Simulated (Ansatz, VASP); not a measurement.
## Os: VASP beside Ansatz

File INCAR:

```
PREC     = Accurate       # precision mode
ENCUT    = 520            # plane-wave cutoff, eV
EDIFF    = 1E-6           # SCF threshold, eV
ISMEAR   = -1             # smearing method
SIGMA    = 0.05           # smearing width, eV
LREAL    = F              # projectors in reciprocal space
LASPH    = T              # aspherical terms in the spheres
NELM     = 60             # most SCF steps
ALGO     = Normal         # electronic algorithm
ISIF     = 2              # what is computed and relaxed
LWAVE    = F              # write WAVECAR
LCHARG   = F              # write CHGCAR
GGA      = PE             # functional
NBANDS   = 10             # bands
```

The input KPOINTS:

```
regular mesh
0
Gamma
  14 14 14
```

File POSCAR:

```
Os
1.0
    0.0583500000      1.9741750000      1.9741750000
    1.9741750000      0.0583500000      1.9741750000
    1.9741750000      1.9741750000      0.0583500000
Os
1
Direct
    0.0000000000      0.0000000000      0.0000000000
```

Input for Ansatz:

```yaml
crystal:
  lattice:
    - [0.05835, 1.974175, 1.974175]
    - [1.974175, 0.05835, 1.974175]
    - [1.974175, 1.974175, 0.05835]
  atoms:
    - { symbol: Os, position: [0.0, 0.0, 0.0] }
kpoints:
  mp_grid: { grid: [14, 14, 14] }
  band_path:
    path:
      - [0.0, 0.0, 0.0]
      - [0.5, 0.5, 0.5]
      - [0.2428775097, 0.5, 0.7571224903]
      - [-0.2428775097, 0.2428775097, 0.5]
      - [0.0, 0.0, 0.5]
      - [0.0, 0.0, 0.0]
      - [-0.3714387548, 0.0, 0.3714387548]
      - [0.0, 0.3714387548, 0.6285612452]
      - [0.0, 0.5, 0.5]
    npoints: 5
scf:
  occupations: { method: fermi_dirac, width: 0.05 }
hamiltonian:
  xc: pbe
  pseudopotentials: { kind: all_electron, lapw: { basis_error: 0.0005 } }
output:
  forces: true
  stress: true
  eigenvalues: true
```

Change from the starting cell: equal xy, yz and zx shear strains of +3 %.

Alike in both runs: task single point; functional PBE; k mesh 14 × 14 × 14; occupations fermi-dirac, width 0.05 eV; no spin polarisation.

```csv
,VASP,Ansatz
version,VASP 6.6.1,Ansatz 0.2.0
potentials or method,"VASP PAW PBE potentials, release 64 (Os)","all-electron LAPW, scalar-relativistic"
plane-wave cutoff (eV),520,see its input
```

Ansatz gave:

| Item | Value |
| --- | --- |
| pressure (GPa) | -8.2 |
| largest component of the traceless stress (GPa) | 7.97 |

Q: Which values does VASP return?

A: Pressure (GPa): -8.5; largest component of the traceless stress (GPa): 7.89.

Ansatz ran all-electron here, so the differences hold the error of VASP's frozen core and of both bases.

Spin-orbit coupling is left out, which matters for the levels of Os.
